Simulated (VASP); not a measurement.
# BaS (rocksalt), r²SCAN single-point calculation: VASP's output and Ansatz's

POSCAR

```
Ba S
 1.0000000000000000
     0.0000000000000000    3.2117958737464081    3.2117958737464081
     3.2117958737464081    0.0000000000000000    3.2117958737464081
     3.2117958737464081    3.2117958737464081   -0.0000000000000000
 Ba  S
   1   1
Cartesian
 -0.0000000000000000 -0.0000000000000000 -0.0000000000000000
  3.2117958737464081  3.2117958737464081  3.2117958737464081
```

VASP ran with the recommended PBE PAW datasets (16 valence electrons in the cell).

From OUTCAR

```
k-points           NKPTS =     29   k-points in BZ     NKDIM =     29   number of bands    NBANDS=     15

   NELECT =      16.0000    total number of electrons

   dimension x,y,z NGX =    36 NGY =   36 NGZ =   36
   dimension x,y,z NGXF=    72 NGYF=   72 NGZF=   72

  energy-cutoff  :      520.00
  volume of cell :       66.26
      direct lattice vectors                 reciprocal lattice vectors
     0.000000000  3.211795874  3.211795874    -0.155676145  0.155676145  0.155676145
     3.211795874  0.000000000  3.211795874     0.155676145 -0.155676145  0.155676145
     3.211795874  3.211795874  0.000000000     0.155676145  0.155676145 -0.155676145

 k-points in reciprocal lattice and weights: KPOINTS created by Atomic Simulation Env
   0.00000000  0.00000000  0.00000000       0.002
   0.12500000  0.00000000  0.00000000       0.016
   0.25000000  0.00000000  0.00000000       0.016
   0.37500000  0.00000000  0.00000000       0.016
   0.50000000  0.00000000  0.00000000       0.008
   0.12500000  0.12500000  0.00000000       0.012
   0.25000000  0.12500000  0.00000000       0.047
   0.37500000  0.12500000  0.00000000       0.047
   ...

 E-fermi :   1.2202

 k-point     1 :       0.0000    0.0000    0.0000
  band No.  band energies     occupation
      1     -25.7341      2.00000
      2     -10.3692      2.00000
      3     -10.3692      2.00000
      4     -10.3692      2.00000
      5      -9.6391      2.00000
      6       1.1324      2.00000
      7       1.1324      2.00000
      8       1.1324      2.00000
      9       5.2661      0.00000
     10       5.4367      0.00000
     11       5.4367      0.00000
     12       5.4367      0.00000
     13       6.4573      0.00000
     14       6.4573      0.00000
     15      10.2956      0.00000

 k-point     2 :       0.1250    0.0000    0.0000
  band No.  band energies     occupation
      1     -25.7278      2.00000
      2     -10.6811      2.00000
      3     -10.3743      2.00000
      4     -10.3743      2.00000
      5      -9.3124      2.00000
      6       0.7499      2.00000
      7       0.9344      2.00000
      8       0.9344      2.00000
      9       5.4370      0.00000
     10       5.6737      0.00000
     11       5.6737      0.00000
     12       5.8400      0.00000
     13       6.9070      0.00000
     14       6.9070      0.00000
     15      10.9325      0.00000

 k-point     3 :       0.2500    0.0000    0.0000
  band No.  band energies     occupation
      1     -25.7126      2.00000
      2     -11.1122      2.00000
      3     -10.3863      2.00000
      4     -10.3863      2.00000
      5      -8.8436      2.00000
      6       0.0332      2.00000
      7       0.5339      2.00000
      8       0.5339      2.00000
      9       5.6534      0.00000
     10       6.3377      0.00000
     11       6.3377      0.00000
     12       7.0094      0.00000
     13       8.0494      0.00000
     14       8.0494      0.00000
     15      12.1980      0.00000

 k-point     4 :       0.3750    0.0000    0.0000
  band No.  band energies     occupation
      1     -25.6972      2.00000
      2     -11.4135      2.00000
      3     -10.3982      2.00000
      4     -10.3982      2.00000
      5      -8.5014      2.00000
      6      -0.5366      2.00000
      7       0.2042      2.00000
      8       0.2042      2.00000
      9       6.2562      0.00000
     10       7.2885      0.00000
     11       7.2885      0.00000
     12       7.7304      0.00000
     13       9.4750      0.00000
     14       9.4750      0.00000
     15      11.9408      0.00000

 k-point     5 :       0.5000    0.0000    0.0000
  band No.  band energies     occupation
      1     -25.6908      2.00000
      2     -11.5202      2.00000
      3     -10.4030      2.00000
      4     -10.4030      2.00000
      5      -8.3766      2.00000
      6      -0.7475      2.00000
      7       0.0819      2.00000
      8       0.0819      2.00000
      9       7.1081      0.00000
     10       7.2163      0.00000
     11       7.9210      0.00000
     12       7.9210      0.00000
     13      10.6282      0.00000
     14      10.6300      0.00000
     15      10.6301      0.00000

 k-point     6 :       0.1250    0.1250    0.0000
  band No.  band energies     occupation
      1     -25.7257      2.00000
      2     -10.6974      2.00000
      3     -10.3960      2.00000
      4     -10.3960      2.00000
      5      -9.2667      2.00000
      6       0.4471      2.00000
      7       1.0575      2.00000
      8       1.0575      2.00000
      9       5.0362      0.00000
     10       5.7218      0.00000
     11       5.9828      0.00000
     12       5.9828      0.00000
     13       6.5951      0.00000
     14       7.5917      0.00000
     15      11.1167      0.00000

 ...

  Total        0.2425075      0.2425075      0.2425075      0.0000000      0.0000000     -0.0000000
  in kB        5.8635685      5.8635685      5.8635685      0.0000000      0.0000000     -0.0000000
  external PRESSURE =       5.8635685 kB  Pullay stress =       0.0000000 kB

 POSITION                                       TOTAL-FORCE (eV/Angst)
 -----------------------------------------------------------------------------------
      0.00000      0.00000      0.00000         0.000000      0.000000     -0.000000
      3.21180      3.21180      3.21180         0.000000      0.000000      0.000000
 -----------------------------------------------------------------------------------
    total drift:                                0.000000      0.000000      0.000000

  FREE ENERGIE OF THE ION-ELECTRON SYSTEM (eV)
  ---------------------------------------------------
  free  energy   TOTEN  =       -39.2053924430 eV

  energy  without entropy=      -39.2053924430  energy(sigma->0) =      -39.20539244
```

The two codes use different PAW datasets and cutoffs. VASP's cell holds 16 valence electrons and Ansatz's 16. Ansatz's stress includes a Pulay correction; VASP's doesn't.

**Question.** What does Ansatz give for the same cell and level of theory?

**Answer.** gap between bands v and c 2.58 eV; least direct gap 2.69 eV; pressure 0.0 GPa.

Ansatz printed

```
SCF 1 converged in 6 iterations: F = -6875.131565 eV  dr2 = 8.43e-9
  greatest PAW one-centre occupation: 0.949 electrons in one spin orbital (limit 2), on the Ba atom at site 0 (counted from 0), in its partial waves of l = 0
NSCF: frozen V_eff on 6 k-points
SCF converged after 6 iterations
Free energy (F): -6875.131565 eV
Harris-Foulkes:  -6875.131565 eV  (|F-HF|=4.01e-9)
Internal energy: -6875.131565 eV  (E = F + TS)
E sigma→0 (E₀):  -6875.131565 eV
Fermi energy:    5.397636 eV
--- Per-component energies (eV) ---
  E_band       = -61.833801
  E_kinetic    = 275.994719
  E_local      = -407.070626  (includes V_loc(G=0)·N_el)
  E_nonlocal   = 83.696418
  E_hartree    = 128.970195
  E_xc         = -250.187122
  E_vxc        = -243.766199  (∫ρ·V_xc dr)
  E_paw        = -5861.035400  (= ΣΔE_a)
  E_vpaw       = -40.316617  (= ΣTr[D̂ρ^β])
  E_aug_tail   = 0.000000  (compensation charges beyond the density's cutoff)
  E_vtau       = 11.687500  (kinetic-family band-sum trace: ∫τ·v_τ [+ j·A + Jᵃ·Aᵃ] dr)
  E_ewald      = -845.460400
  E_core_change = -0.039351  (= ΣΔE_core)
  E_smearing   = -0.000000  (= −TS)
  E_closure    = 0.000000  (closes the sum)
  Σ components = -6875.131565   (vs F -6875.131565, Δ=0.00e0)
--- Forces (eV/Å), atoms counted from 1 ---
  atom   1  Ba    -0.00000000     0.00000000     0.00000000
  atom   2  S      0.00000000     0.00000000     0.00000000
  max |Σ_I F_I| component: 6.25e-30 eV/Å
--- Stress (GPa, compression-positive) ---
        0.029185      -0.000000       0.000000
        0.000000       0.029185       0.000000
        0.000000      -0.000000       0.029185
  P = ⅓ Tr σ = 0.0292 GPa (0.292 kbar)
--- Band table (eV; the first three rows and the last of 29) ---
  k-point 0: bands = ["-21.3371", "-5.9953", "-5.9953", "-5.9953", "-5.3068", "5.3976", "5.3976", "5.3976", "9.6228", "9.7872", "9.7872", "9.7872"]
  k-point 1: bands = ["-21.3307", "-6.3167", "-6.0002", "-6.0002", "-4.9719", "5.0349", "5.2151", "5.2151", "9.7612", "10.0115", "10.0115", "10.1847"]
  k-point 2: bands = ["-21.3153", "-6.7525", "-6.0121", "-6.0121", "-4.5020", "4.3484", "4.8412", "4.8412", "9.9314", "10.6446", "10.6446", "11.3562"]
  k-point 28: bands = ["-21.2801", "-6.5541", "-6.3187", "-6.3187", "-4.6543", "4.3697", "4.9654", "4.9654", "10.0953", "10.0953", "12.3057", "12.9247"]
```
